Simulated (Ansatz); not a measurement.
# TiSi2 (P6/mmm) in Ansatz: a series of runs

One crystal, TiSi2, is run at these levels: HSE06 form with a typed share of exact exchange; tasks: single point.

Everything below comes from runs of Ansatz 0.2.0. Logs are shortened: lines on timing, memory, paths and dates and some standing lists are left out, and cuts for length are marked.

## (1) The structure

It takes space group P6/mmm (No. 191, hexagonal). The conventional cell has a = 4.375 Å, b = 4.375 Å, c = 2.561 Å, α = 90.00°, β = 90.00°, γ = 120.00°. Around Ti (site symmetry 6/mmm) lie 2 Ti at 2.56 Å and 12 Si at 2.83 Å. Around Si (site symmetry -6m2) lie 5 Si at 2.53 to 2.56 Å and 6 Ti at 2.83 Å.

The cell was built by a generator and needn't be a form met in nature.

## (2) Single point, HSE06 form with a typed share of exact exchange

Input file input.yaml:

```yaml
crystal:
  lattice:
    - [4.37464, 0.0, 0.0]
    - [-2.18732, 3.78855, 0.0]
    - [0.0, 0.0, 2.56101]
  atoms:
    - { symbol: Ti, position: [0.0, 0.0, 0.0] }
    - { symbol: Si, position: [0.33333, 0.66667, 0.5] }
    - { symbol: Si, position: [0.66667, 0.33333, 0.5] }
hamiltonian:
  xc: { exchange: pbe, correlation: pbe, exx: { coeff: 0.05, omega: 0.2 } }
  pseudopotentials: { kind: paw }
kpoints:
  mp_grid: { grid: [4, 4, 5] }
scf:
  occupations: { method: fermi_dirac, width: 0.05 }
output:
  forces: true
  stress: true
  eigenvalues: true
  write_density: true
  write_potential: true
  elf: true
  volumetric_format: npy
```

Potentials or basis: Ansatz PAW.

Started as:

```bash
$ ansatz run input.yaml --threads 2 --pin off --max-ram 5632MiB --backend cpu --events-out ev --progress --plain --runs-dir out
```

Log:

```text
Warning: the atoms were moved onto the symmetric positions of the space group found under crystal.symmetry.tolerance 1.0e-5 (fractional; no operation is sought that the atoms, as they stand in a round, miss by more than twice it, and no atom is moved by as much as it), and the run uses the moved positions. Before a round's move an operation carried an atom to 4.37e-5 Å from where it should land, the largest such distance. Atom 1 (counting from 0) moved farthest, by 2.53e-5 Å; the longest move in fractions of the cell, of whichever atom, is 0.47 of the tolerance, in 1 round. To run the atoms as typed, lower crystal.symmetry.tolerance until the operations that they miss are no longer found, or set crystal.symmetry.detect: false (a key that needs symmetry detection or time reversal refuses this as the deck is read). The positions used, in the order of the run's atom list: position: [0.0, 0.0, 0.0]; position: [0.3333333333333333, 0.6666666666666666, 0.5]; position: [0.6666666666666666, 0.3333333333333333, 0.5]; The lattice was moved too: crystal.lattice keeps the space group found at crystal.symmetry.tolerance 1.0e-5 only nearly: the operation that it misses by the most changes a squared length by the fraction 2.87e-7. The run uses the lattice that is a stretch of the typed one, with no rotation, onto the one that keeps every operation to a double's rounding (on a very oblique basis the stretch itself rounds by more); the deck's lattice vector that moved farthest moved by 3.62e-7 Å. To run the lattice as typed, set crystal.symmetry.tolerance under 2.86e-7, the least fraction by which an operation that the lattice misses changes a squared length (the same key also sets how far an atom may lie from its image, so lowering it can lose operations that the atoms keep only within it), or set crystal.symmetry.detect: false, as for the atoms. crystal.lattice made exact, in Å and degrees: [[4.374640362338372, 0.0, 0.0], [-2.187320181169186, 3.7885496862057915, 0.0], [0.0, 0.0, 2.56101]]. Pasted over the deck's crystal.lattice, beside positions in fractional coordinates, it runs the same cell (given as lengths and angles, that cell in the form's own orientation, a rigid turn of the misfit's size from the one run here, for which a checkpoint.post_process_only pass over this run's state can be refused: where this run relaxes nothing, give such a pass this deck's own crystal.lattice, as typed; behind a relaxation, as crystal.lattice, the state's own cell, identity.cell in its checkpoint.json), and a matrix so pasted ends this notice, except on a very skew basis of the lattice, where the rounding of the pasted numbers themselves can read as a misfit: the cell is then moved again, and that move is told again. The lattice as run is in this notice's lattice.as_run_ang field (Run.prep()["deck_notices"] in Python, the deck_notice line of an events file, deck_notices of ansatz run --dry-run=json, or deck_notices in record.json in the deck's checkpoint.write directory).
Warning: output.stress: scf.convergence.dr2_threshold = 1e-7 eV (the SCF's general default) is looser than the 3e-10 eV advised for a printed stress (1e-10 eV for each atom of the cell: 3). What an SCF threshold leaves in a stress goes as its square root, and in the free energy as the threshold itself, and one threshold admits the most on a small cell: of the crystals measured, under no hybrid functional and no lock of the moments, on runs that ended without the residual-converged pass, on stresses that held no estimate of that error, the worst erred by over 100 MPa in a component at 1e-7 eV an atom and by under 5 at 1e-10. Set scf.convergence.dr2_threshold to 3e-10 eV or tighter. The threshold is an SCF's pass mark: one that does not reach it within its budget of iterations ends unconverged, or closes short of it on a stop that the run arms, and scf.convergence.dr2_threshold's page says what that costs each kind of run
Warning: output.stress: scf.exx.energy_threshold = 1e-6 eV is looser than the 3e-8 eV advised for a stress under a hybrid functional (1e-8 eV for each atom of the cell: 3). Every SCF of the exchange loop can meet its threshold on dr2 while the loop round them stops early: no threshold on dr2 bounds what that leaves in the stress. Set scf.exx.energy_threshold to 3e-8 eV or tighter. The threshold is the loop's pass mark: a loop that does not reach it within its budget of cycles ends unconverged, and scf.exx.energy_threshold's page has the law
Warning: RAYON_NUM_THREADS=2 ignored (pool sized by the plan → 2); use --threads N
Engine: ansatz 0.2.0, aarch64-unknown-linux-gnu
Pseudopotentials: kind: paw
Pseudopotential: Ti, paw, valence charge 12, recommended cutoff 420 eV (normal), Ti.paw.azcp
Pseudopotential: Si, paw, valence charge 4, recommended cutoff 420 eV (normal), Si.paw.azcp
Functional definition: unnamed
  parameter a_1 = 0.05
  parameter omega_1 = 0.2/angstrom
  exchange = pbe_x + (-a_1)*pbe_x_sr(omega_1) + a_1*exact_x_sr(omega_1)
  correlation = pbe_c
Crystal: 3 atoms, lattice volume = 42.445 Å³
Basis set: ecut = 420 eV, 855 PW (Γ), exchange–correlation on 60×60×36 points (8 copies of the dense FFT grid, shifted against one another)
Bands: 14, of which v1, the nominal top of the filled ones, is band 10 counted from 1 (9 counted from 0)
Symmetry: 24 space group operations
Space group: P6/mmm (ITA 191), of the structure as read, at distance tolerance 3.5e-5 Å
k-points: 12 of 80
Non-local potential: Ti, projectors of the file, l = 0: 3, l = 1: 2, l = 2: 3, l = 3: 1
Non-local potential: Si, projectors of the file, l = 0: 2, l = 1: 2, l = 2: 2
PAW form: soft (Blöchl's): semilocal exchange-correlation on the pseudo side does not see the compensation charge
PAW frozen core: Ti, regenerated for the run's functional, and the local potential with it (the file was generated under x = pbe(κ = 0.804, μ = 0.2195149727645171), c = pbe(β = 0.06672455060314922))
PAW frozen core: Si, regenerated for the run's functional, and the local potential with it (the file was generated under x = pbe(κ = 0.804, μ = 0.2195149727645171), c = pbe(β = 0.06672455060314922))
PAW one-centre angular grid: Ti, 590 points (default); XC on 64 Gauss nodes
PAW one-centre angular grid: Si, 110 points (default); XC on 64 Gauss nodes
Initial density: superposition of atomic densities (neutral atoms: chi_scale 0, normalization atom), corrected by the library's trained network
Initial wavefunctions: pseudopotential atomic-orbital guess
Functional: x = pbe(κ = 0.804, μ = 0.2195149727645171), c = pbe(β = 0.06672455060314922), warm-up for x = pbe(κ = 0.804, μ = 0.2195149727645171) + 0.05 (exact − pbe) at short range (hse, ω = 0.2 Å⁻¹), c = pbe(β = 0.06672455060314922)
SCF iter   1: F=—  HF=-3771.849739 eV  |F-HF|=—  |Δ(HF+E_count)|=         —  Δρ=7.12e-3  dr2=1.33e-2  ethr=1.77e-3  ⟨swp⟩=5.8  Hψ=751  notcnv=0
preconditioner: auto → none  [insulator: Δε(μ)=0.142 eV  Ē_g=6.567 eV  σ=0.050 eV  W_gap=0.60  n_scr=6 (ndim 8)  ℏωp=19.7 eV  f_vac=0.000  D(μ)=3.37/eV (n_scr^D=44)]
SCF iter   2: F=—  HF=-3771.845602 eV  |F-HF|=—  |Δ(HF+E_count)|=   4.14e-3  Δρ=2.27e-3  dr2=2.33e-3  ethr=6.66e-5  ⟨swp⟩=4.2  Hψ=415  notcnv=0  defer=5
iter 3 solved again at ethr=5.91e-7 eV; its pass at ethr=1.16e-5 eV (dr2=1.18e-4 eV) is discarded
SCF iter   3: F=—  HF=-3771.845509 eV  |F-HF|=—  |Δ(HF+E_count)|=   9.21e-5  Δρ=6.16e-4  dr2=9.25e-5  ethr=5.91e-7  ⟨swp⟩=4.1  Hψ=692  notcnv=0  defer=1
eigensolver tolerance schedule: the retry pair's looser diagonalisation over-reported the residual by 0.28 of it (diagonalisation noise at 0.30 of the residual, at the tolerance the schedule requests for it); recorded, not acted on — ethr = c·dr2/N_el stays at c = 1.0e-1
SCF iter   4: F=—  HF=-3771.845527 eV  |F-HF|=—  |Δ(HF+E_count)|=   1.73e-5  Δρ=1.38e-4  dr2=3.24e-6  ethr=4.63e-7  ⟨swp⟩=3.1  Hψ=316  notcnv=0  defer=1
SCF iter   5: F=—  HF=-3771.845529 eV  |F-HF|=—  |Δ(HF+E_count)|=   2.65e-6  Δρ=2.00e-5  dr2=3.74e-7  ethr=1.62e-8  ⟨swp⟩=4.8  Hψ=396  notcnv=0
SCF iter   6: F=—  HF=-3771.845529 eV  |F-HF|=—  |Δ(HF+E_count)|=   3.20e-8  Δρ=5.07e-6  dr2=1.15e-8  ethr=1.87e-9  ⟨swp⟩=2.5  Hψ=304  notcnv=0
SCF iter   7: F=—  HF=-3771.845529 eV  |F-HF|=—  |Δ(HF+E_count)|=   2.90e-9  Δρ=1.48e-6  dr2=2.01e-9  ethr=5.75e-11  ⟨swp⟩=4.6  Hψ=430  notcnv=0
SCF iter   8: F=-3771.845529 eV  HF=-3771.845529 eV  |F-HF|=1.61e-10  |Δ(HF+E_count)|=  2.27e-10  Δρ=4.50e-7  dr2=1.86e-10  ethr=1.01e-11  ⟨swp⟩=2.4  Hψ=300  notcnv=0
SCF 1 converged in 8 iterations: F = -3771.845529 eV  dr2 = 1.86e-10
Initial density: handed on by an earlier stage of this run
Initial wavefunctions: those handed on with the density
Functional: x = pbe(κ = 0.804, μ = 0.2195149727645171) + 0.05 (exact − pbe) at short range (hse, ω = 0.2 Å⁻¹), c = pbe(β = 0.06672455060314922)
Exchange kernel: α = 0.0500, screened, ω = 0.2000 Å⁻¹, Wigner–Seitz truncation, v(0) = 1100.8136 eV·Å³, q-mesh 4×4×5, nearest image of the exchange supercell L = 12.81 Å, pair-density grid 18×18×12, without the augmentation charges, whose exchange is taken in its separable form by FFT convolution over the k-point mesh (sized by the pseudopotential files, 27×27×18 at the most), smooth part of the exact exchange by density-matrix convolution
Frozen-core exchange: fock
iter 1 solved again at ethr=7.71e-5 eV; its pass at ethr=1.00e-1 eV (dr2=1.54e-2 eV) is discarded
SCF iter   1: F=—  HF=-3771.862923 eV  |F-HF|=—  |Δ(HF+E_count)|=         —  Δρ=6.59e-3  dr2=3.36e-2  ethr=7.71e-5  ⟨swp⟩=4.8  Hψ=759  notcnv=0
eigensolver tolerance schedule calibrated: the retry pair's looser diagonalisation under-reported the residual by θ = 0.50 (0.16/decade); ethr = c·dr2/N_el runs at the constant in force after the calibration composes with the one it found (an armed cap, an earlier calibration), c = 4.0e-2
preconditioner: auto → none  [insulator: Δε(μ)=0.154 eV  Ē_g=6.861 eV  σ=0.050 eV  W_gap=0.64  n_scr=6 (ndim 8)  ℏωp=19.7 eV  f_vac=0.000  D(μ)=3.39/eV (n_scr^D=44)]
SCF iter   2: F=—  HF=-3771.893739 eV  |F-HF|=—  |Δ(HF+E_count)|=   3.08e-2  Δρ=2.06e-2  dr2=3.49e-1  ethr=6.04e-5  ⟨swp⟩=5.0  Hψ=597  notcnv=0  recentre
SCF iter   3: F=—  HF=-3771.859120 eV  |F-HF|=—  |Δ(HF+E_count)|=   3.46e-2  Δρ=1.73e-3  dr2=1.76e-3  ethr=6.04e-5  ⟨swp⟩=4.8  Hψ=581  notcnv=0
SCF iter   4: F=—  HF=-3771.858984 eV  |F-HF|=—  |Δ(HF+E_count)|=   1.36e-4  Δρ=3.84e-4  dr2=3.05e-5  ethr=3.47e-6  ⟨swp⟩=3.6  Hψ=371  notcnv=0
SCF iter   5: F=—  HF=-3771.858986 eV  |F-HF|=—  |Δ(HF+E_count)|=   1.94e-6  Δρ=2.70e-4  dr2=2.56e-5  ethr=5.77e-8  ⟨swp⟩=4.8  Hψ=497  notcnv=0
SCF iter   6: F=—  HF=-3771.858984 eV  |F-HF|=—  |Δ(HF+E_count)|=   2.16e-6  Δρ=5.59e-5  dr2=3.97e-6  ethr=4.82e-8  ⟨swp⟩=3.9  Hψ=343  notcnv=0
SCF iter   7: F=—  HF=-3771.858983 eV  |F-HF|=—  |Δ(HF+E_count)|=   2.53e-7  Δρ=5.45e-6  dr2=6.27e-6  ethr=5.33e-9  ⟨swp⟩=3.3  Hψ=360  notcnv=0
SCF iter   8: F=—  HF=-3771.859018 eV  |F-HF|=—  |Δ(HF+E_count)|=   3.43e-5  Δρ=2.33e-4  dr2=3.81e-5  ethr=2.51e-11  ⟨swp⟩=6.3  Hψ=755  notcnv=0  defer=1
SCF iter   9: F=—  HF=-3771.859014 eV  |F-HF|=—  |Δ(HF+E_count)|=   3.71e-6  Δρ=7.44e-5  dr2=4.17e-6  ethr=2.51e-11  ⟨swp⟩=6.2  Hψ=746  notcnv=0
SCF iter  10: F=—  HF=-3771.859014 eV  |F-HF|=—  |Δ(HF+E_count)|=   4.20e-7  Δρ=1.71e-5  dr2=3.45e-7  ethr=2.51e-11  ⟨swp⟩=5.2  Hψ=625  notcnv=0
SCF iter  11: F=—  HF=-3771.859014 eV  |F-HF|=—  |Δ(HF+E_count)|=   4.92e-7  Δρ=2.82e-5  dr2=4.72e-7  ethr=2.51e-11  ⟨swp⟩=5.2  Hψ=510  notcnv=0
SCF iter  12: F=-3771.859014 eV  HF=-3771.859014 eV  |F-HF|=8.26e-10  |Δ(HF+E_count)|=   5.15e-8  Δρ=1.02e-6  dr2=2.59e-8  ethr=2.51e-11  ⟨swp⟩=5.0  Hψ=516  notcnv=0
SCF 2 converged in 12 iterations: F = -3771.859014 eV  dr2 = 2.59e-8
hybrid outer 1: dexx = +2.030e-4 eV, tail = 6.97e-8 eV
Exchange kernel: α = 0.0500, screened, ω = 0.2000 Å⁻¹, Wigner–Seitz truncation, v(0) = 1100.8136 eV·Å³, q-mesh 4×4×5, nearest image of the exchange supercell L = 12.81 Å, pair-density grid 18×18×12, without the augmentation charges, whose exchange is taken in its separable form by FFT convolution over the k-point mesh (sized by the pseudopotential files, 27×27×18 at the most), smooth part of the exact exchange by density-matrix convolution
Frozen-core exchange: fock
SCF iter   1: F=—  HF=-3771.859012 eV  |F-HF|=—  |Δ(HF+E_count)|=         —  Δρ=2.91e-6  dr2=1.11e-9  ethr=1.74e-9  ⟨swp⟩=4.2  Hψ=446  notcnv=0
preconditioner: auto → none  [metal: Δε(μ)=0.111 eV  Ē_g=6.816 eV  σ=0.050 eV  W_gap=0.50  n_scr=6 (ndim 8)  ℏωp=19.7 eV  f_vac=0.000  D(μ)=3.93/eV (n_scr^D=44)]
SCF iter   2: F=-3771.859012 eV  HF=-3771.859012 eV  |F-HF|=3.29e-10  |Δ(HF+E_count)|=  3.52e-10  Δρ=1.18e-6  dr2=6.09e-10  ethr=5.27e-12  ⟨swp⟩=4.3  Hψ=429  notcnv=0
SCF 3 converged in 2 iterations: F = -3771.859012 eV  dr2 = 6.09e-10
  Residual-converged pass: ⟨swp⟩=2.8  Hψ=280  notcnv=0  max |occ|·‖R‖ = 2.4e-6 eV (tolerance 2.4e-6 eV)  dr2=6.30e-10  dr2_onsite=4.01e-11  max |Δocc| = 4.6e-12
hybrid outer 2: dexx = +4.967e-10 eV, tail = 1.30e-9 eV, Δε = 6.52e-5 eV (about 8.63e-6 eV left of the loop's levels)
hybrid SCF converged: 2 outer / 14 inner (+8 warm-up), last move |dexx| = 4.97e-10 eV, tail = 1.30e-9 eV
Stability not checked: this state was not tested for a lower state beside it, because the functional holds exact exchange (a hybrid, or Hartree-Fock), whose exchange loop this test does not read (fock_operator; see scf.lower_state_search)
Free energy (F): -3771.859012 eV
Frozen-core exchange: fock
Harris-Foulkes:  -3771.859012 eV  (|F-HF|=3.29e-10)
Internal energy: -3771.827272 eV  (E = F + TS)
E sigma→0 (E₀):  -3771.843142 eV
Entropy (-TS):   -0.031739 eV (-10.580 meV/atom)
Fermi energy:    13.030161 eV
--- Per-component energies (eV) ---
  E_band       = -114.966905
  E_kinetic    = 360.272191
  E_local      = -1051.479771  (includes V_loc(G=0)·N_el)
  E_nonlocal   = 58.157283
  E_hartree    = 460.487871
  E_xc         = -203.229853
  E_vxc        = -211.581949  (∫ρ·V_xc dr)
  E_exx        = -10.217703  (= α·E_x^exact, valence–valence)
  E_paw        = -2071.102623  (= ΣΔE_a)
  E_vpaw       = -170.875938  (= ΣTr[D̂ρ^β])
  E_aug_tail   = 0.000132  (compensation charges beyond the density's cutoff)
  E_ewald      = -1314.655962
  E_core_change = -0.058837  (= ΣΔE_core)
  E_smearing   = -0.031739  (= −TS)
  E_closure    = -0.000000  (closes the sum)
  Σ components = -3771.859012   (vs F -3771.859012, Δ=0.00e0)
--- Forces (eV/Å), atoms counted from 1 ---
  atom   1  Ti     0.00000000    -0.00000000     0.00000000
  atom   2  Si    -0.00000000    -0.00000000     0.00000000
  atom   3  Si    -0.00000000     0.00000000    -0.00000000
  max |Σ_I F_I| component: 1.85e-17 eV/Å
--- Stress (GPa, compression-positive) ---
        1.971068      -0.000000      -0.000000
       -0.000000       1.971068      -0.000000
       -0.000000      -0.000000      -4.662648
  P = ⅓ Tr σ = -0.2402 GPa (-2.402 kbar)
--- Band table (eV; the first three rows and the last of 12) ---
  k-point 0: bands = ["-44.7072", "-20.6767", "-20.6767", "-20.1223", "-0.5254", "7.6144", "7.6144", "7.7846", "11.1522", "11.9374", "11.9374", "16.0002", "16.0002", "16.5396"]
  k-point 1: bands = ["-44.6493", "-20.6259", "-20.6259", "-20.5123", "0.3904", "8.4272", "8.4272", "8.6564", "11.5062", "11.5062", "11.6269", "15.3174", "16.2497", "16.2497"]
  k-point 2: bands = ["-44.5541", "-21.1118", "-20.5428", "-20.5428", "3.0087", "7.4789", "10.7413", "10.7413", "10.7770", "10.7770", "11.1038", "14.1926", "14.1926", "15.8745"]
  k-point 11: bands = ["-44.5537", "-21.1094", "-20.5510", "-20.5473", "4.3305", "6.0608", "8.5489", "9.2602", "9.7804", "13.4947", "13.5985", "13.9240", "15.1748", "15.3098"]
```

It took 10 s on 2 threads of Arm Neoverse V1, shared host; peak memory 0.72 GiB.

Results:

```yaml
Free_energy: -3771.8590 eV
Pressure: -0.2 GPa
Band_gap_on_the_k_mesh: none (metal or under the smearing width)
```

Caveat: the k mesh is coarse (spacing up to 0.49 Å⁻¹), so the values aren't converged, least of all with exact exchange; the PAW data sets come from PBE, with cores solved anew for the run's functional, which leaves a small shift of forces and pressure; the thresholds are loose for stress.

## (3) Single point, HSE06 form with a typed share of exact exchange

input.yaml, as its differences from that of step 2:

```diff
@@ -10,3 +10,3 @@
 hamiltonian:
-  xc: { exchange: pbe, correlation: pbe, exx: { coeff: 0.05, omega: 0.2 } }
+  xc: { exchange: pbe, correlation: pbe, exx: { coeff: 0.1, omega: 0.2 } }
   pseudopotentials: { kind: paw }
@@ -20,5 +20 @@
   eigenvalues: true
-  write_density: true
-  write_potential: true
-  elf: true
-  volumetric_format: npy
```

Potentials or basis: Ansatz PAW.

Started as:

```bash
$ ansatz run input.yaml --threads 2 --pin off --max-ram 5632MiB --backend cpu --events-out ev --progress --plain --runs-dir out
```

It took 10 s on 2 threads of Arm Neoverse V1, shared host; peak memory 0.71 GiB.

Results (log left out):

| Quantity | Value |
| --- | --- |
| Free energy | -3771.8812 eV |
| Pressure | -0.9 GPa |
| Band gap on the k mesh | none (metal or under the smearing width) |

Stress tensor (GPa, compression positive):
```
 1.84  0.00  0.00
 0.00  1.84  0.00
 0.00  0.00 -6.34
```

Levels at points of the mesh, in eV from the Fermi level:
| k point | band 6 | band 7 | band 8 | band 9 | band 10 | band 11 | band 12 | band 13 | band 14 |
| --- | --- | --- | --- | --- | --- | --- | --- | --- | --- |
| (0.00, 0.00, 0.00) | -5.59 | -5.59 | -5.41 | -2.00 | -1.19 | -1.19 | 3.16 | 3.16 | 3.65 |
| (0.00, -0.50, 0.00) | -10.82 | -5.70 | -4.52 | -1.03 | -0.70 | 2.68 | 2.83 | 3.10 | 3.68 |

Caveat: the k mesh is coarse (spacing up to 0.49 Å⁻¹), so the values aren't converged, least of all with exact exchange; the PAW data sets come from PBE, with cores solved anew for the run's functional, which leaves a small shift of forces and pressure; the thresholds are loose for stress.
